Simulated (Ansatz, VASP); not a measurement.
Given: the input of a run of Ansatz 0.2.0 on Al2Pt.

File input.yaml:

```yaml
crystal:
  lattice:
    - [0.0, 2.9938860383, 2.9938860383]
    - [2.9938860383, 0.0, 2.9938860383]
    - [2.9938860383, 2.9938860383, 0.0]
  atoms:
    - { symbol: Pt, position: [0.0, 0.0, 0.0] }
    - { symbol: Al, position: [0.75, 0.75, 0.75] }
    - { symbol: Al, position: [0.25, 0.25, 0.25] }
kpoints:
  mp_grid: { grid: [8, 8, 8] }
scf:
  occupations: { method: fermi_dirac, width: 0.05 }
hamiltonian:
  xc: lda
  pseudopotentials: { kind: all_electron, lapw: { basis_error: 0.002 } }
output:
  forces: true
  stress: true
  eigenvalues: true
```

Potentials or basis: all-electron LAPW, scalar-relativistic.

Run with:

```console
$ ansatz run input.yaml --threads 2 --pin off --max-ram 6144MiB --backend cpu --events-out ev --progress --plain --runs-dir out
```

Translate it to VASP 6.6.1. Potentials there: VASP PAW LDA potentials, release 64 (Pt, Al).

As run (the cutoff follows the program's own potentials):

INCAR

```
SYSTEM = Al2Pt
ALGO     = Fast           ! electronic algorithm
EDIFF    = 1E-6           ! SCF threshold, eV
ENCUT    = 520            ! plane-wave cutoff, eV
ISIF     = 2              ! what is computed and relaxed
ISMEAR   = -1             ! smearing method
LASPH    = .True.         ! aspherical terms in the spheres
LCHARG   = .False.        ! write CHGCAR
LREAL    = .False.        ! projectors in reciprocal space
LWAVE    = .False.        ! write WAVECAR
NBANDS   = 15             ! bands
NELM     = 60             ! most SCF steps
PREC     = Accurate       ! precision mode
SIGMA    = 0.05           ! smearing width, eV
```

Contents of KPOINTS:

```
k-points
0
Gamma
  8 8 8
  0 0 0
```

The input POSCAR:

```
Al2Pt
1.0
    0.0000000000      2.9938860383      2.9938860383
    2.9938860383      0.0000000000      2.9938860383
    2.9938860383      2.9938860383      0.0000000000
Pt Al
1 2
Direct
    0.0000000000      0.0000000000      0.0000000000
    0.7500000000      0.7500000000      0.7500000000
    0.2500000000      0.2500000000      0.2500000000
```

Potentials or basis: VASP PAW LDA potentials, release 64 (Pt, Al).

The run is started by

```console
$ cat potpaw_LDA.64/Pt/POTCAR potpaw_LDA.64/Al/POTCAR > POTCAR
$ mpirun -np 1 vasp_std > vasp.out
```

Both were run:

|  | VASP | Ansatz | Ansatz less VASP |
| --- | --- | --- | --- |
| gap on the k mesh at the Fermi level (eV) | none | none | - |
| pressure (GPa) | -8.1 | -8.5 | -0.33 |

A gap of «none» marks a metal or a gap that the smearing closes. Ansatz ran all-electron here, so the differences hold the error of VASP's frozen core and of both bases.

Spin-orbit coupling is left out, which matters for the levels of Pt.
